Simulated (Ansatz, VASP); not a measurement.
## Cs in VASP and in Ansatz

INCAR

```
PREC = Accurate ; ENCUT = 520
EDIFF = 1E-6 ; ISMEAR = 0
SIGMA = 0.1 ; LREAL = F
LASPH = T ; NELM = 100
ALGO = Normal ; ISIF = 2
LWAVE = F ; LCHARG = T
GGA = PE ; LELF = T
LVHAR = T ; NBANDS = 16
```

File KPOINTS:

```
regular mesh
0
Gamma
  3 3 2
```

File POSCAR:

```
Cs
1.0
    5.5663060538      0.0000000000      0.0000000000
   -2.7831530269      4.8205624479      0.0000000000
    0.0000000000      0.0000000000      9.2584789600
Cs
2
Direct
    0.3333333300      0.6666666700      0.2500000000
    0.6666666700      0.3333333300      0.7500000000
```

Input for Ansatz:

```yaml
crystal:
  lattice:
    - [5.5663060538, 0.0, 0.0]
    - [-2.7831530269, 4.8205624479, 0.0]
    - [0.0, 0.0, 9.25847896]
  atoms:
    - { symbol: Cs, position: [0.33333333, 0.66666667, 0.25] }
    - { symbol: Cs, position: [0.66666667, 0.33333333, 0.75] }
basis:
  ecutwfc: 420
kpoints:
  mp_grid: { grid: [3, 3, 2] }
hamiltonian:
  xc: pbe
scf:
  occupations: { method: gaussian, width: 0.1 }
output:
  forces: true
  stress: true
  eigenvalues: true
```

This isn't the form of Cs at room conditions, which is bcc.

Alike in both runs: task single point; functional PBE; k mesh 3 × 3 × 2; occupations gaussian, width 0.1 eV; no spin polarisation.

|  | VASP | Ansatz |
| --- | --- | --- |
| version | VASP 6.6.1 | Ansatz 0.2.0 |
| potentials or method | VASP PAW PBE potentials, release 64 (Cs_sv) | scalar-relativistic, plane waves, PAW |
| plane-wave cutoff (eV) | 520 | 420 |
| valence electrons in the cell | 18 | 18 |

|  | VASP | Ansatz | Ansatz less VASP |
| --- | --- | --- | --- |
| gap on the k mesh at the Fermi level (eV) | none | none | - |
| pressure (GPa) | -0.1 | -0.1 | +0.01 |
| largest component of the traceless stress (GPa) | 0.09 | 0.09 | -0.001 |

A gap of «none» marks a metal or a gap that the smearing closes.

Caveats: the k mesh is coarse (spacing up to 0.43 Å⁻¹), so the values aren't converged. The runs have no spin-orbit coupling, so splittings on Cs are missing.
